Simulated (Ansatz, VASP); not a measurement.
# Cross-check of KF (Carobbiite) between VASP and Ansatz, part 2 of 2

Wanted: the spread between two codes on one cell, functional and k mesh. The cell is taken from a series of runs on this material, whose earlier steps may have relaxed, scaled, displaced or heated it; both programs get it as it stands.

VASP 6.6.1 and Ansatz 0.2.0.

So far: The starting structure; VASP: dielectric response, LDA, pair 1.

### 3. Ansatz: dielectric response, LDA, pair 1

Level of this step: Ansatz beside VASP: Kohn-Sham DFT, plane waves, LDA (Ansatz).

Ansatz runs on its default PAW (the set named soft_2) files.

The same cell, functional (in two slightly different forms) and mesh now go to Ansatz, which takes its cutoff from its data sets.

input.yaml reads:

```yaml
crystal:
  lattice:
    - [0.0, 2.5812612155, 2.5812612155]
    - [2.5812612155, 0.0, 2.5812612155]
    - [2.5812612155, 2.5812612155, 0.0]
  atoms:
    - { symbol: K, position: [0.0, 0.0, 0.0] }
    - { symbol: F, position: [0.5, 0.5, 0.5] }
kpoints:
  mp_grid: { grid: [6, 6, 6] }
hamiltonian:
  xc: lda
scf:
  occupations: { method: fixed }
output:
  eigenvalues: true
dielectric: {}
```

Command:

```sh
ansatz run input.yaml --threads 4 --pin off --max-ram 8192MiB --backend cpu --events-out ev --progress --plain --runs-dir out
```

Numbers of over 12 decimals in the logs are rounded to 6 here.

The log of the run:

```text
Engine: ansatz 0.2.0, aarch64-unknown-linux-gnu
Pseudopotentials: kind: paw
Pseudopotential: K, paw, valence charge 9, recommended cutoff 420 eV (normal), K.paw.azcp
Pseudopotential: F, paw, valence charge 7, recommended cutoff 420 eV (normal), F.paw.azcp
Functional definition: SPW92
  exchange = slater_x
  correlation = pw_c
Crystal: 2 atoms, lattice volume = 34.397 Å³
Basis set: ecut = 420 eV, 645 PW (Γ), exchange–correlation on 50×50×50 points (8 copies of the dense FFT grid, shifted against one another)
Bands: 12, of which v1, the nominal top of the filled ones, is band 8 counted from 1 (7 counted from 0)
Symmetry: 48 space group operations
k-points: 30 of 216 (irreducible under 8 space group operations, time reversal used)
Non-local potential: K, projectors of the file, l = 0: 3, l = 1: 2, l = 2: 2
Non-local potential: F, projectors of the file, l = 0: 2, l = 1: 2, l = 2: 1
PAW form: soft (Blöchl's): semilocal exchange-correlation on the pseudo side does not see the compensation charge
PAW frozen core: K, regenerated for the run's functional, and the local potential with it (the file was generated under x = pbe(κ = 0.804, μ = 0.219515), c = pbe(β = 0.066725))
PAW frozen core: F, regenerated for the run's functional, and the local potential with it (the file was generated under x = pbe(κ = 0.804, μ = 0.219515), c = pbe(β = 0.066725))
PAW one-centre angular grid: K, 110 points (default); XC on 64 Gauss nodes
PAW one-centre angular grid: F, 110 points (default); XC on 64 Gauss nodes
Initial density: superposition of atomic densities (neutral atoms: chi_scale 0, normalization atom), corrected by the library's trained network
Initial wavefunctions: pseudopotential atomic-orbital guess
Functional: x = slater, c = lda
SCF iter   1: F=—  HF=-2292.800446 eV  |F-HF|=—  |Δ(HF+E_count)|=         —  Δρ=1.64e-2  dr2=6.88e-2  ethr=1.77e-3  ⟨swp⟩=4.2  Hψ=1945  notcnv=0  defer=45
preconditioner: auto → none  [insulator: Δε(μ)=6.071 eV  Ē_g=19.813 eV  n_scr=8 (ndim 8)  ℏωp=25.3 eV  f_vac=0.096  ε∞_Penn≈2.6]
SCF iter   2: F=—  HF=-2292.785305 eV  |F-HF|=—  |Δ(HF+E_count)|=   1.51e-2  Δρ=1.07e-2  dr2=2.07e-2  ethr=4.30e-4  ⟨swp⟩=2.0  Hψ=867  notcnv=0  defer=54
SCF iter   3: F=—  HF=-2292.779241 eV  |F-HF|=—  |Δ(HF+E_count)|=   6.06e-3  Δρ=2.30e-3  dr2=8.86e-4  ethr=1.29e-4  ⟨swp⟩=2.0  Hψ=624  notcnv=0  defer=58
SCF iter   4: F=—  HF=-2292.778931 eV  |F-HF|=—  |Δ(HF+E_count)|=   3.10e-4  Δρ=4.24e-4  dr2=1.84e-5  ethr=5.54e-6  ⟨swp⟩=3.0  Hψ=630  notcnv=0  defer=56
SCF iter   5: F=—  HF=-2292.778924 eV  |F-HF|=—  |Δ(HF+E_count)|=   7.39e-6  Δρ=2.95e-5  dr2=1.73e-7  ethr=1.15e-7  ⟨swp⟩=2.1  Hψ=515  notcnv=0
SCF iter   6: F=—  HF=-2292.778924 eV  |F-HF|=—  |Δ(HF+E_count)|=   6.10e-7  Δρ=7.59e-6  dr2=1.18e-8  ethr=1.08e-9  ⟨swp⟩=2.1  Hψ=575  notcnv=0
SCF iter   7: F=—  HF=-2292.778924 eV  |F-HF|=—  |Δ(HF+E_count)|=   3.18e-9  Δρ=1.06e-6  dr2=2.55e-10  ethr=7.38e-11  ⟨swp⟩=2.0  Hψ=455  notcnv=0
SCF iter   8: F=-2292.778924 eV  HF=-2292.778924 eV  |F-HF|=2.27e-12  |Δ(HF+E_count)|=  7.50e-11  Δρ=1.04e-7  dr2=2.21e-12  ethr=1.00e-12  ⟨swp⟩=3.3  Hψ=1230  notcnv=0
SCF 1 converged in 8 iterations: F = -2292.778924 eV  dr2 = 2.21e-12
  greatest PAW one-centre occupation: 0.985 electrons in one spin orbital (limit 2), on the K atom at site 0 (counted from 0), in its partial waves of l = 0
NSCF: frozen V_eff on 2 k-points
DFPT response loops at Γ: preconditioner auto → none (the input reference at scf.mixing.eps_inf says where Resta's filter doesn't serve); β = 0.50; Broyden in place of MSR1
SCF converged after 8 iterations
Free energy (F): -2292.778924 eV
Harris-Foulkes:  -2292.778924 eV  (|F-HF|=2.27e-12)
Internal energy: -2292.778924 eV  (E = F + TS)
E sigma→0 (E₀):  -2292.778924 eV
Fermi energy:    1.775906 eV
--- Per-component energies (eV) ---
  E_band       = -115.006265
  E_kinetic    = 460.903813
  E_local      = -1056.700695  (includes V_loc(G=0)·N_el)
  E_nonlocal   = 91.160174
  E_hartree    = 376.665264
  E_xc         = -212.316758
  E_vxc        = -266.261301  (∫ρ·V_xc dr)
  E_paw        = -930.125712  (= ΣΔE_a)
  E_vpaw       = -97.440721  (= ΣTr[D̂ρ^β])
  E_aug_tail   = 0.001990  (compensation charges beyond the density's cutoff)
  E_ewald      = -1022.737751
  E_core_change = 0.370752  (= ΣΔE_core)
  E_smearing   = -0.000000  (= −TS)
  E_closure    = 0.000000  (closes the sum)
  Σ components = -2292.778924   (vs F -2292.778924, Δ=0.00e0)
--- Band table (eV; the first three rows and the last of 30) ---
  k-point 0: bands = [... 4 lower, -6.9756, 1.7759, 1.7759, 1.7759, 8.1422, 12.5719, 12.5719, 12.5719]
  k-point 1: bands = [... 4 lower, -6.9868, 1.4873, 1.6544, 1.6544, 8.9637, 12.1360, 12.9814, 12.9814]
  k-point 2: bands = [... 4 lower, -7.0086, 1.0122, 1.4219, 1.4219, 10.5430, 12.0252, 13.8277, 13.8277]
  k-point 29: bands = [... 4 lower, -7.1335, 1.3820, 1.6417, 1.6932, 10.6362, 12.6140, 13.1796, 15.8191]
--- Dielectric response (ions clamped): 1 representative field direction + reference, on 30 of 216 k-points (Σ response iterations 7) ---
  k mesh reduced under 8 symmetry operations, with k and −k counted as one. Each operation leaves every solved perturbation unchanged. A smaller set is not considered because the run solves the response to a homogeneous field
  ε∞ (high-frequency dielectric tensor):
        2.097129    -0.000000    -0.000000
        0.000000     2.097129    -0.000000
        0.000000     0.000000     2.097129
  Born effective charges Z* (e; rows j = field, columns β = displacement):
    site 0:
         1.14975    0.00000   -0.00000
        -0.00000    1.14975   -0.00000
        -0.00000   -0.00000    1.14975
    site 1:
        -1.14975   -0.00000    0.00000
         0.00000   -1.14975    0.00000
         0.00000    0.00000   -1.14975
  Z* charge neutrality: 7.213e-7 e pre-enforcement
  k-mesh period / interband length: 21.9 Å / 0.87 Å = 25.29 at k = (0.0000, 0.0000, 0.0000), direct gap 6.366 eV — 14 or more, which is no proof of convergence
```

The column dr2 measures how far the density is from self-consistency, as an energy; F and HF (Harris–Foulkes) agree once it is small.

### 4. Side by side

Known differences besides the potentials themselves: the two LDA forms differ slightly; fixed occupations in Ansatz, narrow Gaussian smearing in VASP; the cutoff is 420 eV in Ansatz and 520 eV in VASP; VASP's log shows a relativistic correction to its local exchange, Ansatz's none. Total energies have different zeros and are not compared.

Both answers:

```csv
quantity,Ansatz,VASP,difference
ε∞ xx,2.10,2.10,+0.02 %
ε∞ yy,2.10,2.10,+0.02 %
ε∞ zz,2.10,2.10,+0.02 %
Born charge of K1 (mean of the diagonal) (e),1.15,1.15,0.00
Born charge of F2 (mean of the diagonal) (e),-1.15,-1.15,0.00
```

### 5. VASP: dielectric response, LDA, pair 2

The response to a field tests empty states and converges slowly with the mesh. The cell compared in this pair holds 38.15 Å³, against 34.40 Å³ for the pair before.

INCAR reads:

```
SYSTEM = KF
PREC = Accurate
ENCUT = 520
EDIFF = 1E-08
NELM = 120
ISMEAR = 0
SIGMA = 0.01
LREAL = .FALSE.
ALGO = Normal
GGA = CA
NBANDS = 14
LORBIT = 11
LWAVE = .FALSE.
LCHARG = .FALSE.
ISIF = 2
LEPSILON = .TRUE.
LASPH = .TRUE.
GGA_COMPAT = .FALSE.
EFERMI = MIDGAP
KPAR = 2
```

POSCAR reads:

```
KF
1.0
    0.0000000000      2.6718500000      2.6718500000
    2.6718500000      0.0000000000      2.6718500000
    2.6718500000      2.6718500000      0.0000000000
K F
1 1
Direct
    0.0000000000      0.0000000000      0.0000000000
    0.5000000000      0.5000000000      0.5000000000
```

KPOINTS reads:

```
Automatic mesh
0
Gamma
6 6 6
0 0 0
```

PAW data sets: K_sv and F (LDA family, release 64).

Command:

```sh
mpirun -np 2 vasp_std
```

The log of the run:

```text
[... set-up lines as in an earlier step ...]
 entering main loop
       N       E                     dE             d eps       ncg     rms          rms(c)
DAV:   1     0.114902808344E+03    0.11490E+03   -0.82455E+03   448   0.112E+03
DAV:   2    -0.534569720025E+01   -0.12025E+03   -0.10945E+03   562   0.312E+02
DAV:   3    -0.101040909239E+02   -0.47584E+01   -0.47307E+01   584   0.552E+01
DAV:   4    -0.102384062897E+02   -0.13432E+00   -0.13428E+00   624   0.854E+00
[...]
DAV:  13    -0.903413653599E+01   -0.15409E-06   -0.39824E-07   572   0.584E-03    0.230E-03
DAV:  14    -0.903413649714E+01    0.38852E-07   -0.14206E-07   546   0.358E-03    0.146E-04
DAV:  15    -0.903413649850E+01   -0.13633E-08   -0.26627E-09   284   0.473E-04
   1 F= -.90341365E+01 E0= -.90341365E+01  d E =0.000000E+00
 Linear response reoptimize wavefunctions to high precision
DAV:   1    -0.903413649877E+01   -0.26989E-09   -0.27030E-10   318   0.166E-04
DAV:   2    -0.903413649876E+01    0.10459E-10   -0.61363E-11   254   0.656E-05
 Linear response G [H, r] |phi>, progress :
  Direction:   1
[...]
RMM:  13    -0.116387543710E+00   -0.10721E-06   -0.11044E-07  1533   0.235E-04    0.517E-05
RMM:  14    -0.116387648553E+00   -0.10484E-06   -0.10600E-07  1282   0.120E-04    0.423E-06
 change of polarisation eV/A/(eV/A) component  2 :     0.008     0.216    -0.006
 dielectric tensor                  component  2 :     0.040     2.024    -0.027
 Linear response to external field, progress :
  Direction:   3
       N       E                     dE             d eps       ncg     rms          rms(c)
RMM:   1    -0.117928219161E+00   -0.11793E+00   -0.19992E-01  1803   0.269E+00
RMM:   2    -0.121126559854E+00   -0.31983E-02   -0.17457E-02  1575   0.630E-01    0.656E-01
RMM:   3    -0.111569653117E+00    0.95569E-02   -0.11675E-02  1492   0.699E-01    0.312E-01
RMM:   4    -0.113268021096E+00   -0.16984E-02   -0.44311E-03  1553   0.475E-01    0.109E-01
[...]
RMM:  12    -0.116387471547E+00    0.34423E-06   -0.27856E-07  1700   0.454E-04    0.393E-05
RMM:  13    -0.116387578659E+00   -0.10711E-06    0.34671E-08  1481   0.219E-04    0.381E-05
RMM:  14    -0.116387644400E+00   -0.65740E-07   -0.78329E-08  1287   0.114E-04    0.289E-06
 change of polarisation eV/A/(eV/A) component  3 :    -0.001     0.001     0.216
 dielectric tensor                  component  3 :    -0.005     0.006     2.024
 Born effective charges drift removed
```

OUTCAR, selected parts (step 5):

```text
  Total       -0.8112614     -0.8112614     -0.8112614      0.0000000      0.0000000      0.0000000
  in kB      -34.0725935    -34.0725935    -34.0725935      0.0000000      0.0000000      0.0000000
  external PRESSURE =     -34.0725935 kB  Pullay stress =       0.0000000 kB

 POSITION                                       TOTAL-FORCE (eV/Angst)
 -----------------------------------------------------------------------------------
      0.00000      0.00000      0.00000         0.000000     -0.000000     -0.000000
      2.67185      2.67185      2.67185        -0.000000      0.000000      0.000000
 -----------------------------------------------------------------------------------
    total drift:                                0.000000      0.000000      0.000000

 MACROSCOPIC STATIC DIELECTRIC TENSOR (including local field effects in DFT)
 ------------------------------------------------------
           2.023962     0.000000    -0.000000
          -0.000000     2.023962    -0.000000
          -0.000000     0.000000     2.023962
 ------------------------------------------------------

[... 1 part as in an earlier step ...]

[... 1 further part left out ...]
```

### 6. Ansatz: dielectric response, LDA, pair 2

The same cell, functional (in two slightly different forms) and mesh now go to Ansatz, which takes its cutoff from its data sets.

The cell is taken from a series of runs on this material, whose earlier steps may have relaxed, scaled, displaced or heated it; both programs get it as it stands.

input.yaml, the sections that differ from step 3:

```yaml
crystal:
  lattice:
    - [0.0, 2.67185, 2.67185]
    - [2.67185, 0.0, 2.67185]
    - [2.67185, 2.67185, 0.0]
  atoms:
    - { symbol: K, position: [0.0, 0.0, 0.0] }
    - { symbol: F, position: [0.5, 0.5, 0.5] }
# kpoints, hamiltonian, scf, output, dielectric: as in step 3
```

Command:

```sh
ansatz run input.yaml --threads 4 --pin off --max-ram 8192MiB --backend cpu --events-out ev --progress --plain --runs-dir out
```

The log of the run:

```text
[...]
Crystal: 2 atoms, lattice volume = 38.148 Å³
Basis set: ecut = 420 eV, 725 PW (Γ), exchange–correlation on 54×54×54 points (8 copies of the dense FFT grid, shifted against one another)
Bands: 12, of which v1, the nominal top of the filled ones, is band 8 counted from 1 (7 counted from 0)
Symmetry: 48 space group operations
k-points: 30 of 216 (irreducible under 8 space group operations, time reversal used)
[...]
2.024563    -0.000000    -0.000000
       -0.000000     2.024563    -0.000000
       -0.000000     0.000000     2.024563
  Born effective charges Z* (e; rows j = field, columns β = displacement):
    site 0:
         1.13599    0.00000   -0.00000
         0.00000    1.13599    0.00000
         0.00000   -0.00000    1.13599
    site 1:
        -1.13599   -0.00000    0.00000
         0.00000   -1.13599   -0.00000
         0.00000    0.00000   -1.13599
  Z* charge neutrality: 1.689e-6 e pre-enforcement
[...]
[key lines of the parts left out:]
SCF converged after 8 iterations
Free energy (F): -2292.733392 eV
Fermi energy:    1.008077 eV
```

### 7. Comparison

Compared:

```csv
quantity,Ansatz,VASP,difference
ε∞ xx,2.02,2.02,+0.03 %
ε∞ yy,2.02,2.02,+0.03 %
ε∞ zz,2.02,2.02,+0.03 %
Born charge of K1 (mean of the diagonal) (e),1.14,1.14,0.00
Born charge of F2 (mean of the diagonal) (e),-1.14,-1.14,0.00
```

### 8. VASP: dielectric response, PBE

The response to a field tests empty states and converges slowly with the mesh. The cell compared in this pair holds 39.82 Å³, against 38.15 Å³ for the pair before.

INCAR: that of step 5 with these lines changed.

```diff
@@ -9,3 +9,3 @@
 ALGO = Normal
-GGA = CA
+GGA = PE
 NBANDS = 14
```

POSCAR reads:

```
KF
1.0
    0.0000000000      2.7103521649      2.7103521649
    2.7103521649      0.0000000000      2.7103521649
    2.7103521649      2.7103521649      0.0000000000
K F
1 1
Direct
    0.0000000000      0.0000000000      0.0000000000
    0.5000000000      0.5000000000      0.5000000000
```

KPOINTS is that of step 5.

The projector-augmented-wave data sets are K_sv and F (PBE family, release 64).

Command:

```sh
mpirun -np 2 vasp_std
```

The log of the run:

```text
[banner, memory and clock lines left out]
running    2 mpi-ranks, on    1 nodes
[...]
LDA part: xc-table for (Slater+PW92), standard interpolation
 POSCAR, INCAR and KPOINTS ok, starting setup
[...]
entering main loop
       N       E                     dE             d eps       ncg     rms          rms(c)
DAV:   1     0.109021682256E+03    0.10902E+03   -0.83621E+03   448   0.111E+03
DAV:   2    -0.493060879915E+01   -0.11395E+03   -0.10411E+03   560   0.290E+02
DAV:   3    -0.942476757981E+01   -0.44942E+01   -0.44742E+01   594   0.545E+01
DAV:   4    -0.957522300397E+01   -0.15046E+00   -0.15044E+00   590   0.884E+00
[...]
DAV:  13    -0.829925501542E+01   -0.25363E-06   -0.43787E-06   454   0.179E-02    0.281E-03
DAV:  14    -0.829925500716E+01    0.82623E-08   -0.28514E-07   562   0.536E-03    0.543E-04
DAV:  15    -0.829925500195E+01    0.52071E-08   -0.15323E-08   484   0.112E-03
   1 F= -.82992550E+01 E0= -.82992550E+01  d E =0.000000E+00
 Linear response reoptimize wavefunctions to high precision
[...]
RMM:  13    -0.116448835795E+00    0.11540E-06   -0.45306E-08  1484   0.213E-04    0.171E-05
RMM:  14    -0.116448840251E+00   -0.44563E-08    0.82171E-08  1288   0.106E-04    0.150E-05
 change of polarisation eV/A/(eV/A) component  2 :     0.008     0.210    -0.005
 dielectric tensor                  component  2 :     0.036     1.955    -0.024
 Linear response to external field, progress :
  Direction:   3
       N       E                     dE             d eps       ncg     rms          rms(c)
RMM:   1    -0.114108392133E+00   -0.11411E+00   -0.19667E-01  1814   0.253E+00
RMM:   2    -0.116029683957E+00   -0.19213E-02   -0.16596E-02  1582   0.602E-01    0.648E-01
RMM:   3    -0.108078937265E+00    0.79507E-02   -0.11298E-02  1497   0.694E-01    0.313E-01
RMM:   4    -0.111500428242E+00   -0.34215E-02   -0.43226E-03  1526   0.488E-01    0.116E-01
[...]
RMM:  13    -0.116448729572E+00    0.64819E-07    0.20244E-08  1471   0.193E-04    0.158E-05
RMM:  14    -0.116448831303E+00   -0.10173E-06   -0.85000E-08  1294   0.974E-05    0.184E-05
RMM:  15    -0.116448803041E+00    0.28262E-07   -0.10051E-08  1010   0.585E-05    0.298E-06
 change of polarisation eV/A/(eV/A) component  3 :    -0.001     0.001     0.210
 dielectric tensor                  component  3 :    -0.005     0.005     1.955
 Born effective charges drift removed
```

Parts of OUTCAR (step 8):

```text
  Total        0.0031209      0.0031209      0.0031209     -0.0000000     -0.0000000      0.0000000
  in kB        0.1255696      0.1255696      0.1255696     -0.0000000     -0.0000000      0.0000000
  external PRESSURE =       0.1255696 kB  Pullay stress =       0.0000000 kB

 POSITION                                       TOTAL-FORCE (eV/Angst)
 -----------------------------------------------------------------------------------
      0.00000      0.00000      0.00000         0.000000      0.000000     -0.000000
      2.71035      2.71035      2.71035        -0.000000      0.000000      0.000000
 -----------------------------------------------------------------------------------
    total drift:                                0.000000      0.000000      0.000000

 MACROSCOPIC STATIC DIELECTRIC TENSOR (including local field effects in DFT)
 ------------------------------------------------------
           1.955276     0.000000    -0.000000
           0.000000     1.955276     0.000000
           0.000000    -0.000000     1.955276
 ------------------------------------------------------

[... 1 part as in an earlier step ...]

[... 1 further part left out ...]
```

### 9. Ansatz: dielectric response, PBE

The same cell, functional and mesh now go to Ansatz, which takes its cutoff from its data sets.

The cell is taken from a series of runs on this material, whose earlier steps may have relaxed, scaled, displaced or heated it; both programs get it as it stands.

input.yaml, the sections that differ from step 6:

```yaml
crystal:
  lattice:
    - [0.0, 2.7103521649, 2.7103521649]
    - [2.7103521649, 0.0, 2.7103521649]
    - [2.7103521649, 2.7103521649, 0.0]
  atoms:
    - { symbol: K, position: [0.0, 0.0, 0.0] }
    - { symbol: F, position: [0.5, 0.5, 0.5] }
hamiltonian:
  xc: pbe
# kpoints, scf, output, dielectric: as in step 6
```

Command:

```sh
ansatz run input.yaml --threads 4 --pin off --max-ram 8192MiB --backend cpu --events-out ev --progress --plain --runs-dir out
```

The log of the run:

```text
[...]
Crystal: 2 atoms, lattice volume = 39.821 Å³
Basis set: ecut = 420 eV, 749 PW (Γ), exchange–correlation on 54×54×54 points (8 copies of the dense FFT grid, shifted against one another)
Bands: 12, of which v1, the nominal top of the filled ones, is band 8 counted from 1 (7 counted from 0)
Symmetry: 48 space group operations
k-points: 30 of 216 (irreducible under 8 space group operations, time reversal used)
[...]
1.957966    -0.000000     0.000000
        0.000000     1.957966    -0.000000
        0.000000     0.000000     1.957966
  Born effective charges Z* (e; rows j = field, columns β = displacement):
    site 0:
         1.13306   -0.00000    0.00000
        -0.00000    1.13306   -0.00000
        -0.00000   -0.00000    1.13306
    site 1:
        -1.13306    0.00000    0.00000
         0.00000   -1.13306    0.00000
         0.00000    0.00000   -1.13306
  Z* charge neutrality: 3.360e-5 e pre-enforcement
[...]
[key lines of the parts left out:]
SCF converged after 10 iterations
Free energy (F): -2348.802990 eV
Fermi energy:    1.172682 eV
```

### 10. Differences

Compared:

```csv
quantity,Ansatz,VASP,difference
ε∞ xx,1.96,1.96,+0.14 %
ε∞ yy,1.96,1.96,+0.14 %
ε∞ zz,1.96,1.96,+0.14 %
Born charge of K1 (mean of the diagonal) (e),1.13,1.13,0.00
Born charge of F2 (mean of the diagonal) (e),-1.13,-1.13,0.00
```

### 11. Results

- difference in ε∞ xx (dielectric response, LDA, pair 1): 0.021 %
- difference in ε∞ xx (dielectric response, LDA, pair 2): 0.032 %
- difference in ε∞ xx (dielectric response, PBE): 0.14 %

What this shows: The difference in ε∞ xx is 0.14 % (dielectric response, PBE), within the 5 % picked in this series as the mark of a large difference. 1 further run of this series is not shown here. Such differences can come from data sets, numerical settings and the points named under the comparisons, not from the functional's error against experiment.

[Lines on the potential files, build, host, timing and source positions are cut from VASP's logs without a mark.]

[Logs are printed without paths, hosts, clocks, repeated set-up lines and the standing remarks that a program may print on its own settings, such as how far it seeks lower states.]

[Hosts, paths, dates, database ids (printed as entryN), source tags and the programs' standing remarks are cut or masked in the printed files.]
